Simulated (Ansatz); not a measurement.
## Sb under changes of volume

One of the cells (26.213 Å³/atom); the others are scaled copies at fixed shape and fractional positions:

```
CELL_PARAMETERS angstrom
-1.87134 1.87134 1.87134
1.87134 -1.87134 1.87134
1.87134 1.87134 -1.87134
ATOMIC_POSITIONS crystal
Sb 0.00000 0.00000 0.00000
```

This isn't the form of Sb at room conditions, which is rhombohedral.

* Program: Ansatz 0.2.0
* Functional: r2SCAN
* Potentials or basis: Ansatz PAW
* Cutoff: 500 eV (not typed: the program's choice for these potentials)
* k mesh: 10 × 10 × 10
* Occupations: fermi-dirac, width 0.05 eV
* Spin: no spin polarisation

| volume (Å³/atom) | energy over the lowest point (meV/atom) | pressure (GPa) |
| --- | --- | --- |
| 24.640 | 54.90 | 7.5 |
| 25.165 | 33.58 | 5.7 |
| 25.689 | 17.95 | 4.0 |
| 26.213 | 7.44 | 2.5 |
| 26.737 | ? | ? |
| 27.262 | 0.00 | -0.1 |
| 27.786 | 2.27 | -1.2 |

What does the run at 26.737 Å³/atom give?

Energy over the lowest point 1.59 meV/atom; pressure 1.1 GPa.

Worked out: A Birch-Murnaghan fit of order 3 (a polynomial in V^(-2/3)) to the other rows has its minimum at 27.21 Å³/atom with B0 = V·E''(V) = 62 GPa and B' = 3.9. It gives 1.60 meV/atom at 26.737 Å³/atom, against the run's 1.59, and -dE/dV = 1.1 GPa, against 1.1.

Energies are extrapolated to zero smearing.

Caveats: the PAW data sets come from PBE, with cores solved anew for the run's functional, which leaves a small shift of forces and pressure.
